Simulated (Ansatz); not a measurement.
The cell was built from the rocksalt type and relaxed in the same program, and has space group Fm-3m; it needn't be a known or the stable phase.

A run of Ansatz 0.2.0 printed the following.

```
B: projections on atomic orbitals take those of the free atom 1s2 2s2 2p1, of charge +0.00 (hamiltonian.pseudopotentials.projection_atoms)
As: projections on atomic orbitals take those of the free atom 1s2 2s2 2p6 3s2 3p6 3d10 4s2 4p3, of charge +0.00 (hamiltonian.pseudopotentials.projection_atoms)
LAPW: plane waves up to 8.425 Å⁻¹, error target 5.0e-4 eV per atom; small_component_spin mean_spin; B in spheres of 0.979 Å, 5 of its electrons in bands, Dirac shells []; As in spheres of 1.328 Å, 23 of its electrons in bands, Dirac shells []
Engine: ansatz 0.2.0
Pseudopotentials: kind: all_electron
Pseudopotential: B, LAPW, valence charge 5, Koelling and Harmon's equation, gaussian nucleus
Pseudopotential: As, LAPW, valence charge 23, Koelling and Harmon's equation, gaussian nucleus
Functional definition: PBE
  parameter kappa = 0.804
  parameter beta = 0.06672455060314922
  exchange = pbe_x(kappa = kappa, mu = beta*pi^2/3)
  correlation = pbe_c(beta = beta)
Crystal: 2 atoms, lattice volume = 24.552 Å³
Basis set: ecut = 270.4063668604489 eV, 259 PW (Γ), exchange–correlation at level 2
Bands: 18, of which v1, the nominal top of the filled ones, is band 14 counted from 1 (13 counted from 0)
Symmetry: 48 space group operations
Space group: Fm-3m (ITA 225), of the structure as read, at distance tolerance 2.9e-5 Å
k-points: 104 of 2744
Non-local potential: B, projectors of the file, none
Non-local potential: As, projectors of the file, none
Initial density: superposition of atomic densities (chi_scale 0.1, normalization cell, long waves kept (reshape's long-wave potential 0.00 eV rms))
Initial wavefunctions: plane waves of lowest kinetic energy (no species holds an atomic orbital)
Functional: x = pbe(κ = 0.804, μ = 0.2195149727645171), c = pbe(β = 0.06672455060314922)
iter 1 solved again at ethr=2.00e-3 eV; its pass at ethr=1.00e-1 eV (dr2=5.61e-1 eV) is discarded
SCF iter   1: F=—  HF=-62198.583500 eV  |F-HF|=—  |Δ(HF+E_count)|=         —  Δρ=4.17e-2  dr2=5.61e-1  ethr=2.00e-3  ⟨swp⟩=2.0  Hψ=12255  notcnv=0
preconditioner: auto → Kerker (q_TF=auto, 2.789 Å⁻¹)  [metal: Δε(μ)=0.077 eV  Ē_g=11.752 eV  σ=0.050 eV  W_gap=0.34  n_scr=14 (ndim 8)  ℏωp=21.2 eV  f_vac=0.000  D(μ)=0.91/eV (n_scr^D=8)]
SCF iter   2: F=—  HF=-62198.385799 eV  |F-HF|=—  |Δ(HF+E_count)|=   1.98e-1  Δρ=1.80e-2  dr2=9.08e-2  ethr=2.00e-3  ⟨swp⟩=2.9  Hψ=5804  notcnv=0
SCF iter   3: F=—  HF=-62198.374804 eV  |F-HF|=—  |Δ(HF+E_count)|=   1.10e-2  Δρ=1.01e-2  dr2=2.70e-2  ethr=3.24e-4  ⟨swp⟩=2.0  Hψ=5592  notcnv=0
iter 4 solved again at ethr=8.85e-6 eV; its pass at ethr=9.65e-5 eV (dr2=2.48e-3 eV) is discarded
SCF iter   4: F=—  HF=-62198.377640 eV  |F-HF|=—  |Δ(HF+E_count)|=   2.84e-3  Δρ=3.17e-3  dr2=2.48e-3  ethr=8.85e-6  ⟨swp⟩=2.0  Hψ=9349  notcnv=0
SCF iter   5: F=—  HF=-62198.375957 eV  |F-HF|=—  |Δ(HF+E_count)|=   1.68e-3  Δρ=8.72e-4  dr2=1.64e-4  ethr=8.85e-6  ⟨swp⟩=2.0  Hψ=5236  notcnv=0
SCF iter   6: F=—  HF=-62198.376073 eV  |F-HF|=—  |Δ(HF+E_count)|=   1.17e-4  Δρ=2.39e-4  dr2=1.44e-5  ethr=5.85e-7  ⟨swp⟩=3.0  Hψ=5529  notcnv=0
SCF iter   7: F=—  HF=-62198.376084 eV  |F-HF|=—  |Δ(HF+E_count)|=   1.06e-5  Δρ=6.42e-5  dr2=1.49e-6  ethr=5.14e-8  ⟨swp⟩=3.0  Hψ=5602  notcnv=0
SCF iter   8: F=-62198.376084 eV  HF=-62198.376084 eV  |F-HF|=1.06e-8  |Δ(HF+E_count)|=   1.33e-7  Δρ=1.58e-5  dr2=4.98e-8  ethr=5.34e-9  ⟨swp⟩=2.0  Hψ=5217  notcnv=0
SCF 1 converged in 8 iterations: F = -62198.376084 eV  dr2 = 4.98e-8
NSCF: frozen V_eff on 57 k-points
SCF converged after 8 iterations
Free energy (F): -62198.376084 eV
Harris-Foulkes:  -62198.376084 eV  (|F-HF|=1.06e-8)
Internal energy: -62198.369289 eV  (E = F + TS)
E sigma→0 (E₀):  -62198.372686 eV
Entropy (-TS):   -0.006795 eV (-3.397 meV/atom)
Fermi energy:    13.507770 eV
--- Per-component energies (eV) ---
  E_band       = -1527.125111
  E_kinetic    = 63567.490191
  E_xc         = -2392.350632
  E_electrostatic = -123373.508848  (all electrons and nuclei)
  E_smearing   = -0.006795  (= −TS)
  E_closure    = 0.000000  (closes the sum)
  E_atoms      = -62188.745975  (free atoms, spherical and without spin; not in F)
  Σ components = -62198.376084   (vs F -62198.376084, Δ=0.00e0)
  Basis errors (estimates in eV, not in F): energy 2.0e-4 per atom: plane waves 1.8e-4 (1.0e-4 summed), levels above the bands 5.6e-71, relativity 1.8e-8, radial functions 1.7e-5, core shells 4.9e-14; eigenvalues (radial functions only) 2.0e-6; not estimated: angular momenta, meshes, grids; target (lapw.basis_error) 5.0e-4; muffin-tin radii B 0.979 Å, As 1.328 Å
--- Forces (eV/Å), atoms counted from 1 ---
  atom   1  B      0.00000000     0.00000000    -0.00000000
  atom   2  As    -0.00000000    -0.00000000    -0.00000000
  max |Σ_I F_I| component: 8.73e-31 eV/Å
--- Stress (GPa, compression-positive) ---
        0.005114       0.000000      -0.000000
        0.000000       0.005114      -0.000000
       -0.000000      -0.000000       0.005114
  P = ⅓ Tr σ = 0.0051 GPa (0.051 kbar)
--- Band table (eV; the first three rows and the last of 104) ---
  k-point 0: bands = ["-172.1434", "-160.9881", "-115.5167", "-115.5167", "-115.5167", "-22.5555", "-22.5555", "-22.5555", "-22.5540", "-22.5540", "-2.3914", "13.4872", "13.4872", "13.4872", "16.9473", "21.1718", "21.1718", "21.1718"]
  k-point 1: bands = ["-172.1434", "-160.9881", "-115.5168", "-115.5167", "-115.5167", "-22.5554", "-22.5552", "-22.5552", "-22.5539", "-22.5539", "-2.2941", "12.7327", "13.4789", "13.4789", "17.3424", "20.6636", "20.6636", "21.0086"]
  k-point 2: bands = ["-172.1434", "-160.9881", "-115.5168", "-115.5168", "-115.5168", "-22.5555", "-22.5555", "-22.5550", "-22.5524", "-22.5524", "-2.0034", "11.1562", "13.4698", "13.4698", "17.8372", "19.5748", "19.5748", "20.6038"]
  k-point 103: bands = ["-172.1434", "-160.9881", "-115.5168", "-115.5168", "-115.5168", "-22.5617", "-22.5528", "-22.5508", "-22.5471", "-22.5369", "3.2063", "6.6946", "6.7806", "7.6062", "15.8518", "18.5423", "21.7223", "24.0109"]
--- Löwdin populations: 2 sites ---
  site symbol       q [e]
     0      B      5.5673
     1     As     32.3843
  spilling = 0.001273 (of n_electrons = 38.000000)
```

The cell and starting positions:

```
CELL_PARAMETERS angstrom
0.00000 2.30685 2.30685
2.30685 0.00000 2.30685
2.30685 2.30685 0.00000
ATOMIC_POSITIONS crystal
B 0.00000 0.00000 0.00000
As 0.50000 0.50000 0.50000
```

Parts of the input that the log doesn't repeat:

```yaml
  band_path:
    path:
      - [0.0, 0.0, 0.0]
      - [0.5, 0.0, 0.5]
      - [0.625, 0.25, 0.625]
      - [0.375, 0.375, 0.75]
      - [0.0, 0.0, 0.0]
      - [0.5, 0.5, 0.5]
      - [0.5, 0.25, 0.75]
      - [0.5, 0.0, 0.5]
    npoints: 8
output:
  forces: true
  stress: true
  eigenvalues: true
  populations: true
  dos: { projected: true, de: 0.2, e_range: [-14, 8] }
```

(1) Write the input that produced this log.

Answers

(1) 
```yaml
crystal:
  lattice:
    - [0.0, 2.3068473379, 2.3068473379]
    - [2.3068473379, 0.0, 2.3068473379]
    - [2.3068473379, 2.3068473379, 0.0]
  atoms:
    - { symbol: B, position: [0.0, 0.0, 0.0] }
    - { symbol: As, position: [0.5, 0.5, 0.5] }
kpoints:
  mp_grid: { grid: [14, 14, 14] }
  band_path:
    path:
      - [0.0, 0.0, 0.0]
      - [0.5, 0.0, 0.5]
      - [0.625, 0.25, 0.625]
      - [0.375, 0.375, 0.75]
      - [0.0, 0.0, 0.0]
      - [0.5, 0.5, 0.5]
      - [0.5, 0.25, 0.75]
      - [0.5, 0.0, 0.5]
    npoints: 8
scf:
  occupations: { method: fermi_dirac, width: 0.05 }
hamiltonian:
  xc: pbe
  pseudopotentials: { kind: all_electron, lapw: { basis_error: 0.0005 } }
output:
  forces: true
  stress: true
  eigenvalues: true
  populations: true
  dos: { projected: true, de: 0.2, e_range: [-14, 8] }
```
This is the input that was run; digits and keys that the log doesn't show could differ in an equivalent one.
